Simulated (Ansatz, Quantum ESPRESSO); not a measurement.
## AlN (rock salt): bulk modulus from a few volumes

How stiff is rock salt AlN under hydrostatic load? Each row relaxes cell and atoms at a set pressure. The symmetry of the cell is held, so distortions that would lower it, which this phase may prefer, aren't tested. The phase is followed to these pressures whether or not it stays the stable one.

Calculated with Ansatz 0.2.0, PBEsol, PAW files of the set soft_1, cutoff 600 eV, Fermi–Dirac smearing 0.02 eV, k-mesh 12×12×12, no spin polarisation, no spin-orbit coupling.

Reference cell, relaxed at zero pressure with PBEsol (Fm-3m): a = 2.8599 Å, b = 2.8599 Å, c = 2.8599 Å, α = 60.00°, β = 60.00°, γ = 60.00°.

```
atom       x       y       z
  Al  0.0000  0.0000  0.0000
   N  0.5000  0.5000  0.5000
```

```
V (Å³/atom)    V/V0  P (GPa)  E − E0 (meV/atom)
     8.4013  1.0159   −3.998                1.7
     8.1196  0.9818    4.998                2.3
     7.9816  0.9651    9.991                8.7
     7.8539  0.9497   14.997               18.7
     7.5215  0.9095   29.996               64.8
```

V0 = 8.2700 Å³ an atom, where the residual pressure P0 is +0.003 GPa. **Question.** Fit the Birch–Murnaghan law and give the pressure and the energy at V = 7.7355 Å³ an atom, a row left out above.

With the Eulerian strain f = ½[(V0/V)^(2/3) − 1] and F = (P − P0)/[3f(1 + 2f)^(5/2)], the third-order law is the line F = B0 + (3/2) B0 (B′ − 4) f.

```csv
f,F (GPa)
0.03264,261.47
0.01751,261.94
0.01197,262.10
0.00616,262.34
−0.00522,262.13
```

A straight line through the 5 rows: the means are 0.01261 for f and 262 for F, Σ(Δx)² = 0.0007851 and ΣΔxΔy = −0.01548, so the slope is −0.01548/0.0007851 = −19.722 and the intercept 262 − (−19.722)(0.01261) = 262.24.

Hence B0 = 262.2 GPa and B′ = 4 + (−19.7)/(1.5 × 262.2) = 3.95. For the withheld volume f = 0.02277, F = 261.80 GPa and P = 20.00 GPa. The run itself gives 20.00 GPa, so the estimate misses by 0.00 GPa, a rounding's worth.

Integrating the same law gives E − E0 = (9/2) B0 V0 f²[1 + (B′ − 4) f] + P0(V0 − V), with 1 GPa Å³ = 6.2415 meV: 31.6 meV an atom. The run itself gives 31.6 meV, so the estimate misses by 0.0 meV, a rounding's worth.

The same fit over all rows at other levels or in other programs gives B0 = 262 GPa with PBEsol (Quantum ESPRESSO, GBRV).

[Logs are printed without paths, hosts, clocks, repeated set-up lines and the standing remarks that a program may print on its own settings, such as how far it seeks lower states.]
